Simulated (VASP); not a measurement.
Input of a VASP 6.6.1 run:

Contents of INCAR:

```
SYSTEM = InSb
ALGO = Normal ; EDIFF = 1E-7
ENCUT = 700 ; GGA = PE
ISIF = 2 ; ISMEAR = 0
LASPH = .TRUE. ; LCHARG = .FALSE.
LREAL = .FALSE. ; LWAVE = .FALSE.
NBANDS = 16 ; NELM = 80
PREC = Accurate ; SIGMA = 0.02
```

Contents of KPOINTS:

```
k-points
0
G
  6 6 6
  0 0 0
```

Contents of POSCAR:

```
InSb
1.0
    0.0000000000      3.2391000000      3.2391000000
    3.2391000000      0.0000000000      3.2391000000
    3.2391000000      3.2391000000      0.0000000000
In Sb
1 1
Direct
    0.0000000000      0.0000000000      0.0000000000
    0.2500000000      0.2500000000      0.2500000000
```

Potentials or basis: VASP PAW PBE potentials, release 64 (In_d, Sb).

Command:

```sh
$ cat potpaw_PBE.64/In_d/POTCAR potpaw_PBE.64/Sb/POTCAR > POTCAR
$ mpirun -np 1 vasp_std > vasp.out
```

(1) Predict the pressure.

(2) What does it give for the band gap on the k mesh?

Answers

(1) 3.2 GPa.

(2) none (metal or under the smearing width).

Caveat: this crystal is a semiconductor, whose small gap the functional closes, so the metal is an error of the method.

**Measured values to compare with.**

“Electronic Structure and Epitaxy of CdTe Shells on InSb Nanowires”, 2021, arxiv:2111.05126 quotes, for a bulk crystal of InSb: band gap 0.24 eV.

Against the measured gap of InSb, 0.24 eV (quoted in “Electronic Structure and Epitaxy of CdTe Shells on InSb Nanowires”, 2021, arxiv:2111.05126), the calculated 0.00 eV is off by -0.24 eV. Spin-orbit coupling on In, Sb is left out. The value is that of PBE on a finite k mesh, which can miss the band edges, without temperature or zero-point motion. Semilocal functionals fall short of measured gaps as a rule.
